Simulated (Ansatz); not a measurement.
Starting cell, CsPbI3 (cubic perovskite):

```
CELL_PARAMETERS angstrom
      6.39047     0.00000     0.00000
      0.00000     6.39047     0.00000
      0.00000     0.00000     6.39047
ATOMIC_POSITIONS crystal
  Cs 0.00000 0.00000 0.00000
  Pb 0.50000 0.50000 0.50000
  I  0.00000 0.50000 0.50000
  I  0.50000 0.50000 0.00000
  I  0.50000 0.00000 0.50000
```

In each cell atom 4 (I, nearest neighbour Pb at 3.195 Å; its periodic images, 6.4 Å or more away, move with it) moves by s·(0.000, 0.000, -1.000) (towards the nearest neighbour), the rest being held.

Computed with PBE (plane waves to 420 eV, PAW, scalar-relativistic; Ansatz, an electronic-structure program). k mesh 4×4×4 (Γ-centred), Fermi-Dirac smearing 0.05 eV. E stands for the smeared free energy. Stress and pressure are positive under compression. F∥ is the force on the atom along that direction. On this mesh the relaxed cell isn't quite at rest: it carries a pressure of 0.1 GPa (compression positive) at the zero of the scan. CsPbI3 was relaxed with its symmetry unable to fall. Spin-orbit coupling is left out, though I and Pb are heavy. This is a high-temperature form of CsPbI3. The zero of ΔE is the undisplaced structure.

```
s (Å)   ΔE (meV/cell)  P (GPa)  F∥ (eV/Å)
------  -------------  -------  ---------
-0.320              ?     0.66          ?
-0.256           61.3     0.46      0.595
-0.192              ?     0.31          ?
-0.128           12.5     0.20      0.210
-0.064            2.9     0.14      0.094
0.000             0.0     0.12      0.000
0.064             2.9     0.14     -0.094
0.128            12.5     0.20     -0.210
0.192               ?     0.31          ?
0.256            61.3     0.46     -0.595
0.320               ?     0.66          ?
```

Q: Fill in the missing entries.

A: 
- -0.320, ΔE (meV/cell): 108.7
- -0.320, F∥ (eV/Å): 0.900
- -0.192, ΔE (meV/cell): 30.8
- -0.192, F∥ (eV/Å): 0.371
- 0.192, ΔE (meV/cell): 30.8
- 0.192, F∥ (eV/Å): -0.371
- 0.320, ΔE (meV/cell): 108.7
- 0.320, F∥ (eV/Å): -0.900

(A displaced cell: forces are minus the slopes of the energy, force constants its curvatures, and phonons follow from these.)
